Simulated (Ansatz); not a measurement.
## Ansatz run, Co

input.yaml (Ansatz 0.2.0)

```yaml
crystal:
  lattice:
    - [0.0, 1.753344, 1.753344]
    - [1.753344, 0.0, 1.753344]
    - [1.753344, 1.753344, 0.0]
  atoms:
    - { symbol: Co, position: [0.0, 0.0, 0.0] }
  symmetry: { tolerance: 0.0003 }
kpoints:
  mp_grid: { grid: [16, 16, 16], shift: [0, 0, 0] }
  band_path:
    path:
      - [0.0, 0.0, 0.0]
      - [0.5, 0.0, 0.5]
      - [0.625, 0.25, 0.625]
      - [0.375, 0.375, 0.75]
      - [0.0, 0.0, 0.0]
      - [0.5, 0.5, 0.5]
      - [0.5, 0.25, 0.75]
      - [0.5, 0.0, 0.5]
    npoints: 8
magnetization:
  spin_polarized: false
scf:
  occupations: { method: fermi_dirac }
  lower_state_search: "off"
  max_iter: 200
hamiltonian:
  pseudopotentials: { kind: paw }
  xc: r2scan
basis:
  ecutwfc: 500
  fft_grid_basis: typed
output:
  forces: true
  stress: true
  eigenvalues: true
  bader: true
  populations: true
  elf: true
  write_potential: true
  volumetric_format: npy
  dos:
    e_range: [-12, 8]
    de: 0.05
    projected: { site_lists: { Co: [Co] } }
checkpoint:
  read: saved_state
```

The saved state is an earlier solution for the same cell, perhaps on another mesh. 

Excerpt of what it printed:

```
Pseudopotentials: kind: paw
Pseudopotential: Co, paw, valence charge 17, recommended cutoff 500 eV (meta_gga), Co.paw.azcp
Functional definition: r2SCAN
  exchange = r2scan_x(k0 = k0, k1 = k1, a1 = a1)
  correlation = r2scan_c
Crystal: 1 atoms, lattice volume = 10.780 Å³
Basis set: ecut = 500 eV, 283 PW (Γ), exchange–correlation on 80×80×80 points (64 copies of the dense FFT grid, shifted against one another)
Bands: 13, of which v1, the nominal top of the filled ones, is band 9 counted from 1 (8 counted from 0)
Symmetry: 48 space group operations
Space group: Fm-3m (ITA 225), of the structure as read, at distance tolerance 6.6e-4 Å
k-points: 145 of 4096
Initial density: read from a saved state, or passed on in memory by an earlier SCF of this step, an earlier step, the calling program or the single point that the run made first
Functional: x = r2scan, c = r2scan; τ floored in thin density (d = 2e-4 eV/Å³)
SCF iter   1: F=-5131.0371 eV  Δρ=7.25e-3  dr2=2.02e-3  dr2_τ=1.33e-2
SCF iter   2: F=-5131.0367 eV  Δρ=7.25e-3  dr2=2.61e-3  dr2_τ=1.31e-4
SCF iter   3: F=-5131.0386 eV  Δρ=2.47e-3  dr2=5.46e-5  dr2_τ=1.20e-4
SCF iter   4: F=-5131.0386 eV  Δρ=4.75e-4  dr2=1.30e-5  dr2_τ=2.34e-6
SCF iter   5: F=-5131.0387 eV  Δρ=1.02e-4  dr2=5.63e-7  dr2_τ=1.34e-7
SCF iter   6: F=-5131.0387 eV  Δρ=2.09e-5  dr2=2.32e-8  dr2_τ=1.03e-8
Free energy (F): -5131.0387 eV
Harris-Foulkes:  -5131.0387 eV  (|F-HF|=5.89e-8)
Internal energy: -5130.9661 eV  (E = F + TS)
E sigma→0 (E₀):  -5131.0024 eV
Entropy (-TS):   -0.0726 eV (-72.599 meV/atom)
Fermi energy:    18.4836 eV
--- Per-component energies (eV) ---
  E_band       = -265.8412
  E_kinetic    = 454.8897
  E_local      = -2825.2886  (includes V_loc(G=0)·N_el)
  E_nonlocal   = 455.2494
  E_hartree    = 1185.4810
  E_xc         = -157.6157
  E_vxc        = -229.8804  (∫ρ·V_xc dr)
  E_paw        = -1522.8863  (= ΣΔE_a)
  E_vpaw       = -506.4750  (= ΣTr[D̂ρ^β])
  E_aug_tail   = 0.0000  (compensation charges beyond the density's cutoff)
  E_vtau       = 14.6960  (kinetic-family band-sum trace: ∫τ·v_τ [+ j·A + Jᵃ·Aᵃ] dr)
  E_ewald      = -2720.5004
  E_core_change = -0.2952  (= ΣΔE_core)
  E_smearing   = -0.0726  (= −TS)
--- Stress (GPa, compression-positive) ---
      -18.7177       0.0000       0.0000
        0.0000     -18.7177       0.0000
        0.0000       0.0000     -18.7177
  P = ⅓ Tr σ = -18.7177 GPa (-187.177 kbar)
--- Löwdin populations: 1 site ---
  site symbol       q [e]
     0     Co     16.7854
  spilling = 0.0126 (of n_electrons = 17.0000)
```

Origin: a known structure type with other elements, at an estimated volume, so it need not be a known compound. Caveats: no spin polarisation, so a magnetic state may lie lower; atoms or cell far from equilibrium.
